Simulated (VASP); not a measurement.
# F2 in VASP: single point with PBE0

Aim: the single point of F2 with PBE0.

Program: VASP 6.6.1. These are calculated values, not measurements. Logs are shortened: lines on timing, memory, paths and dates and some standing lists are left out, and cuts for length are marked.

### 1 Starting point

The cell holds a molecule in a box, 2 atoms: a = 10.000 Å, b = 10.500 Å, c = 11.000 Å, α = 90.00°, β = 90.00°, γ = 90.00°.

### 2 Single point, PBE0

Input file POSCAR:

```
F
1.0
   10.0000000000      0.0000000000      0.0000000000
    0.0000000000     10.5000000000      0.0000000000
    0.0000000000      0.0000000000     11.0000000000
F
2
Direct
    0.5000000000      0.5000000000      0.4359400000
    0.5000000000      0.5000000000      0.5640700000
```

Input file INCAR.step1:

```
  ALGO = Normal
  EDIFF = 1E-5
  ENCUT = 520
  GGA = PE
  ISIF = 2
  ISMEAR = 0
  LASPH = T
  LCHARG = F
  LREAL = F
  LWAVE = T
  NBANDS = 14
  NELM = 100
  PREC = Accurate
  SIGMA = 0.02
```

Input file INCAR.step2:

```
  AEXX = 0.25
  ALGO = Normal
  EDIFF = 1E-6
  ENCUT = 520
  GGA = PE
  HFRCUT = -1
  ISIF = 2
  ISMEAR = 0
  ISTART = 1
  LASPH = T
  LCHARG = F
  LHFCALC = T
  LREAL = F
  LWAVE = F
  NBANDS = 14
  NELM = 100
  PREC = Accurate
  PRECFOCK = Fast
  SIGMA = 0.02
```

Input file KPOINTS:

```
k-points
0
Gamma
  1 1 1
```

Potentials or basis: VASP PAW PBE potentials, release 64 (F).

The run is started by

```
$ cat potpaw_PBE.64/F/POTCAR > POTCAR
$ cp INCAR.step1 INCAR
$ mpirun -np 1 vasp_std > vasp.out
$ cp INCAR.step2 INCAR
$ mpirun -np 1 vasp_std > vasp.out
```

OUTCAR:

```text
AEXX = 0.25
   EDIFF = 1E-6
   ENCUT = 520
   GGA = PE
   ISIF = 2
   ISMEAR = 0
   ISTART = 1
   LASPH = T
   LHFCALC = T
   LREAL = F
   NELM = 100
   PREC = Accurate
   PRECFOCK = Fast

 ion  position               nearest neighbor table
   1  0.500  0.500  0.436-   2 1.41
   2  0.500  0.500  0.564-   1 1.41

  LATTYP: Found a simple orthorhombic cell.
 ALAT       =    10.0000000000
 B/A-ratio  =     1.0500000000
 C/A-ratio  =     1.1000000000

  Lattice vectors:

 A1 = (  10.0000000000,   0.0000000000,   0.0000000000)
 A2 = (   0.0000000000,  10.5000000000,   0.0000000000)
 A3 = (   0.0000000000,   0.0000000000,  11.0000000000)

Analysis of symmetry for initial positions (statically):
=====================================================================
 Subroutine PRICEL returns:
 Original cell was already a primitive cell.

 Routine SETGRP: Setting up the symmetry group for a
 simple orthorhombic supercell.

 Subroutine GETGRP returns: Found  8 space group operations
 (whereof  4 operations were pure point group operations)
 out of a pool of  8 trial point group operations.

The static configuration has the point symmetry C_2v.
 The point group associated with its full space group is D_2h.

Analysis of symmetry for dynamics (positions and initial velocities):
=====================================================================
 Subroutine PRICEL returns:
 Original cell was already a primitive cell.

 Routine SETGRP: Setting up the symmetry group for a
 simple orthorhombic supercell.

 Subroutine GETGRP returns: Found  8 space group operations
 (whereof  4 operations were pure point group operations)
 out of a pool of  8 trial point group operations.

The dynamic configuration has the point symmetry C_2v.
 The point group associated with its full space group is D_2h.

 Subroutine INISYM returns: Found  8 space group operations
 (whereof  4 operations are pure point group operations),
 and found     1 'primitive' translations

----------------------------------------------------------------------------------------

                                     Primitive cell

  volume of cell :    1155.0000

  direct lattice vectors                    reciprocal lattice vectors
[... 69 lines left out ...]
   ISIF   =      2    stress and relaxation
   ISYM   =      3    0-nonsym 1-usesym 2-fastsym
   POTIM  = 0.5000    time-step for ionic-motion
   TEBEG  =    0.0;   TEEND  =   0.0 temperature during run
   PSTRESS=    0.0 pullay stress
   NELECT =      14.0000    total number of electrons
   NUPDOWN=      -1.0000    fix difference up-down
   EMIN   =  10.00;   EMAX   =-10.00  energy-range for DOS
   EFERMI =   0.00;   METHOD = LEGACY
   ISMEAR =     0;   SIGMA  =   0.02  broadening in eV -4-tet -1-fermi 0-gaus
   EFERMI_NEDOS =   21; number of points for ismear=-14 and -15
   IALGO  =     38    algorithm
   IMIX   =      1    mixing-type and parameters
     AMIX     =   0.40;   BMIX     =  1.00
     AMIX_MAG =   1.60;   BMIX_MAG =  1.00
  volume/ion in A,a.u.               =     577.50      3897.16
  Fermi-wavevector in a.u.,A,eV,Ry     =   0.376060  0.710650  1.924149  0.141421
  Thomas-Fermi vector in A             =   1.307622
   LORBIT       =      0    0 simple, 1 ext, 2 COOP (PROOUT), +10 PAW based schemes
   GGA     = PE    functional components
   LHFCALC =     T    Hartree Fock is set to
   PRECFOCK=fast      Normal, Fast or Accurate (Low or Medium for compatibility)
   ENCUT4O =  -1.0   cutoff for four orbital integrals eV
   NKREDX  =     1    reduce k-point grid by
   NKREDY  =     1    reduce k-point grid by
   NKREDZ  =     1    reduce k-point grid by
   AEXX    =    0.2500 exact exchange contribution
   HFSCREEN=    0.0000 screening length (either q_TF or 0.3 A-1)
   HFSCREENC=   0.0000 screening length for correlation (either q_TF or 0.3 A-1)
   ENCUTFOCK=  -1.0 apply spherical cutoff to Coloumb kernel
   IVDW    =     0    specifies the selected vdW correction
   LEPSILON=     F    determine dielectric tensor
   LRPA    =     F    only Hartree local field effects (RPA)
 non-spin polarized calculation
 Gauss-broadening in eV      SIGMA  =   0.02
  energy-cutoff  :      520.00
  volume of cell :     1155.00
 maximum number of plane-waves:     31095
 NGX is ok and might be reduce to    80
  NGX = 40; NGY = 40; NGZ = 42

 number of electron      13.9999989 magnetization

 Free energy of the ion-electron system (eV)
  ---------------------------------------------------
  ext. energy  EPLUGINS =         0.00000000
  ---------------------------------------------------
  free energy    TOTEN  =        -7.16137788 eV

  energy without entropy =       -7.16137788  energy(sigma->0) =       -7.16137788

 E-fermi : -11.5527     XC(G=0):  -0.3726

 val. band max:      -11.6911552286   @ k =   0.0000   0.0000   0.0000
 cond. band min:      -3.9244037069   @ k =   0.0000   0.0000   0.0000
 fundamental gap:      7.7667515217
 Fermi energy:       -11.5526894063

 k-point     1 :       0.0000    0.0000    0.0000
  band No.  band energies     occupation
      1     -37.7655      2.00000
      2     -31.0850      2.00000
      3     -16.8149      2.00000
      4     -15.2541      2.00000
      5     -15.2532      2.00000
      6     -11.6923      2.00000
      7     -11.6912      2.00000
      8      -3.9244      0.00000
      9      -0.1098      0.00000
     10       1.1219      0.00000
     11       1.1520      0.00000
     12       1.2511      0.00000
     13       1.3044      0.00000
     14       1.3824      0.00000

------------------------ aborting loop because EDIFF is reached ----------------------------------------

  FORCE on cell =-STRESS in cart. coord.  units (eV):
  Direction    XX          YY          ZZ          XY          YZ          ZX
  --------------------------------------------------------------------------------------
  -------------------------------------------------------------------------------------
  Total       -0.0844269     -0.1216675     -1.2205132      0.0000000      0.0000000      0.0000000
  in kB       -0.1171141     -0.1687731     -1.6930550      0.0000000      0.0000000      0.0000000
  external PRESSURE =      -0.6596474 kB  Pullay stress =       0.0000000 kB

 VOLUME and BASIS-vectors are now :
 -----------------------------------------------------------------------------
  energy-cutoff  :      520.00
  volume of cell :     1155.00
      direct lattice vectors                 reciprocal lattice vectors
    10.000000000  0.000000000  0.000000000     0.100000000  0.000000000  0.000000000
     0.000000000 10.500000000  0.000000000     0.000000000  0.095238095  0.000000000
     0.000000000  0.000000000 11.000000000     0.000000000  0.000000000  0.090909091

 POSITION                                       TOTAL-FORCE (eV/Angst)
 -----------------------------------------------------------------------------------
      5.00000      5.25000      4.79534         0.000000      0.000000      0.759790
      5.00000      5.25000      6.20477         0.000000      0.000000     -0.759790
 -----------------------------------------------------------------------------------
    total drift:                                0.000000      0.000000     -0.000008

  FREE ENERGIE OF THE ION-ELECTRON SYSTEM (eV)
  ---------------------------------------------------
  free  energy   TOTEN  =        -7.1613778804 eV

  energy  without entropy=       -7.1613778804  energy(sigma->0) =       -7.16137788
```

OSZICAR.step1:

```text
N       E                     dE             d eps       ncg     rms          rms(c)
DAV:   1     0.114585950847E+03    0.11459E+03   -0.36611E+03    44   0.534E+02
DAV:   2     0.160518608645E+02   -0.98534E+02   -0.93339E+02    56   0.131E+02
DAV:   3    -0.401568668747E+01   -0.20068E+02   -0.19726E+02    36   0.617E+01
DAV:   4    -0.445303418028E+01   -0.43735E+00   -0.43718E+00    48   0.756E+00
DAV:   5    -0.445422032556E+01   -0.11861E-02   -0.11861E-02    36   0.373E-01    0.795E+00
DAV:   6    -0.380495129344E+01    0.64927E+00   -0.34027E-01    28   0.528E+00    0.448E+00
DAV:   7    -0.361314199872E+01    0.19181E+00   -0.40160E-01    28   0.577E+00    0.482E-01
DAV:   8    -0.361254666650E+01    0.59533E-03   -0.54330E-02    28   0.152E+00    0.933E-02
DAV:   9    -0.361285461728E+01   -0.30795E-03   -0.56035E-04    42   0.167E-01    0.533E-02
DAV:  10    -0.361344500574E+01   -0.59039E-03   -0.15557E-04    36   0.879E-02    0.142E-02
DAV:  11    -0.361372392719E+01   -0.27892E-03   -0.33391E-05    42   0.383E-02    0.933E-03
DAV:  12    -0.361388451109E+01   -0.16058E-03   -0.76195E-06    28   0.164E-02    0.594E-03
DAV:  13    -0.361418346336E+01   -0.29895E-03   -0.33590E-05    28   0.268E-02    0.352E-03
DAV:  14    -0.361423268700E+01   -0.49224E-04   -0.45909E-06    48   0.120E-02    0.401E-03
DAV:  15    -0.361429993261E+01   -0.67246E-04   -0.43643E-06    28   0.117E-02    0.208E-03
DAV:  16    -0.361430965993E+01   -0.97273E-05   -0.49017E-07    20   0.500E-03
   1 F= -.36143097E+01 E0= -.36143097E+01  d E =-.203987E-14
```

It took 2.5 min on 1 thread of Intel Xeon 6975P-C (Granite Rapids), shared host; peak memory 0.87 GiB.

Results:

- Free energy: -7.1614 eV
- Largest force: 0.760 eV/Å
- Gap between the frontier levels: 7.77 eV

Forces in eV/Å, atoms in the order of the input:
```
F    0.000  0.000  0.760
F    0.000  0.000 -0.760
```

Caveat: the PAW data sets were made with another functional, which shifts forces and pressure a little.
